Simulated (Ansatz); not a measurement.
BN: strain and displacement

```
CELL_PARAMETERS angstrom
2.50399 0.00000 0.00000
-1.25200 2.16852 0.00000
0.00000 0.00000 6.66120
ATOMIC_POSITIONS crystal
B 0.33333 0.66667 0.25000
B 0.66667 0.33333 0.75000
N 0.33333 0.66667 0.75000
N 0.66667 0.33333 0.25000
```

Atom numbers follow the list: B1, B2, N3, N4.

The cell is COD entry 9008997, as deposited and not checked against the literature; nothing was relaxed.

All numbers below come from DFT, PBE, PAW with Ansatz's default frozen-core files, scalar-relativistic in Ansatz 0.2.0.

Settings: a Γ-centred 11×11×4 k mesh, Fermi–Dirac smearing of 0.02 eV, cutoff 420 eV, no spin polarisation.

The unchanged cell is at 3.32 GPa.

Semilocal functionals give too small gaps.

x, y and z are the Cartesian axes of the cell as listed; fractional coordinates follow a strain, and an engineering shear is twice the off-diagonal strain component.

Vzz stands for the principal value of largest size of the field-gradient tensor, whatever its axis.

With equal xy, yz and zx engineering shear strains of -3 %: energy change +9.7 meV/atom; stress change (xx, yy, zz, yz, xz, xy) 0.28, 0.25, 0.06, -0.05, -0.05, 11.13 GPa, compression positive; change of the force on N3 (0.382, 0.028, -0.006) eV/Å; Vzz in 10²¹ V/m²: B1 2.82 → 2.81 (η = 0.09), N3 -0.33 → 0.70 (η = 0.10); gap on the k mesh 4.34 → 4.23 eV.

Q: With this change (equal xy, yz and zx engineering shear strains of -1 %), what becomes of the energy and stress and forces and field gradients and gap?

A: Energy change +1.1 meV/atom; stress change (xx, yy, zz, yz, xz, xy) 0.03, 0.03, 0.01, 0.02, 0.02, 3.73 GPa, compression positive; change of the force on N3 (0.127, 0.003, -0.001) eV/Å; Vzz in 10²¹ V/m²: B1 2.82 → 2.82 (η = 0.03), N3 -0.33 → 0.34 (η = 0.90); gap on the k mesh 4.34 → 4.30 eV.

With equal xy, yz and zx engineering shear strains of +2 %: energy change +4.4 meV/atom; stress change (xx, yy, zz, yz, xz, xy) 0.14, 0.12, 0.02, -0.15, -0.15, -7.51 GPa, compression positive; change of the force on N3 (-0.255, 0.013, -0.002) eV/Å; Vzz in 10²¹ V/m²: B1 2.82 → 2.82 (η = 0.06), N3 -0.33 → 0.53 (η = 0.23); gap on the k mesh 4.34 → 4.26 eV.

Q: With this change (equal xy, yz and zx engineering shear strains of -2 %), what becomes of the energy and stress and forces and field gradients and gap?

A: Energy change +4.3 meV/atom; stress change (xx, yy, zz, yz, xz, xy) 0.13, 0.11, 0.03, 0.01, 0.01, 7.44 GPa, compression positive; change of the force on N3 (0.254, 0.012, -0.002) eV/Å; Vzz in 10²¹ V/m²: B1 2.82 → 2.82 (η = 0.06), N3 -0.33 → 0.52 (η = 0.25); gap on the k mesh 4.34 → 4.27 eV.

Q: With this change (equal xy, yz and zx engineering shear strains of +1 %), what becomes of the energy and stress and forces and field gradients and gap?

A: Energy change +1.1 meV/atom; stress change (xx, yy, zz, yz, xz, xy) 0.03, 0.03, 0.01, -0.06, -0.06, -3.75 GPa, compression positive; change of the force on N4 (0.127, -0.003, 0.001) eV/Å; Vzz in 10²¹ V/m²: B1 2.82 → 2.82 (η = 0.03), N3 -0.33 → 0.34 (η = 0.89); gap on the k mesh 4.34 → 4.30 eV.

Q: With this change (equal xy, yz and zx engineering shear strains of +3 %), what becomes of the energy and stress and forces and field gradients and gap?

A: Energy change +9.9 meV/atom; stress change (xx, yy, zz, yz, xz, xy) 0.31, 0.27, 0.05, -0.28, -0.28, -11.29 GPa, compression positive; change of the force on N3 (-0.382, 0.029, -0.005) eV/Å; Vzz in 10²¹ V/m²: B1 2.82 → 2.81 (η = 0.09), N3 -0.33 → 0.71 (η = 0.09); gap on the k mesh 4.34 → 4.21 eV.
